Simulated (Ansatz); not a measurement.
HfSiO4 and a variant

Base: a structure deposited in the COD, its atoms then relaxed with PBE in this cell.

```
Hf Si O
1.0
    -3.28625    3.28625    2.98160
     3.28625   -3.28625    2.98160
     3.28625    3.28625   -2.98160
Hf Si O
2 2 8
Direct
  0.75000 0.25000 0.50000
  0.00000 0.00000 0.00000
  0.25000 0.75000 0.50000
  0.50000 0.50000 0.00000
  0.13400 0.31928 0.81472
  0.06928 0.75456 0.68528
  0.50456 0.31928 0.18528
  0.06928 0.38400 0.31472
  0.61600 0.93072 0.68528
  0.68072 0.86600 0.18528
  0.24544 0.93072 0.31472
  0.68072 0.49544 0.81472
```

Atom numbers follow the list; atoms alike are taken as one site, whose name carries the number of the first.

All values are calculated (Ansatz; DFT, PBE, plane waves and PAW (field gradients read without the response of the frozen cores, which leaves them typically 4 to 6 % off), scalar-relativistic, 420 eV cutoff, Γ-centred 5×5×5 k-points, Fermi–Dirac smearing 0.02 eV), not measured.

Problem. Variant: z compressed by 3 %, ions at fixed fractional positions. What happens to the gradients (10²¹ V/m²)?

Solution. 

```csv
site,atoms,V_zz base,η base,V_zz variant,η variant
Hf,"1, 2",13.77,0.00,7.91,0.00
Si,"3, 4",-1.98,0.00,-1.70,0.00
O,"5, 6, 7, 8, 9, …",4.96,0.85,4.34,0.97
```

The largest change of V_zz is on Hf, from 13.77 to 7.91. In per cent, |V_zz| changes by -43 on Hf, -14 on Si, -12 on O (all sites that start above 0.5).

Without spin–orbit coupling the gradients at and beside Hf can be off by some per cent, at some sites by more.
For the base: At this cell the PBE pressure is 7 GPa, so with PBE the cell would grow if it were relaxed.
For the variant: At this changed cell the PBE pressure is 16 GPa. The atoms aren't relaxed in the changed cell (largest force 0.3 eV/Å).
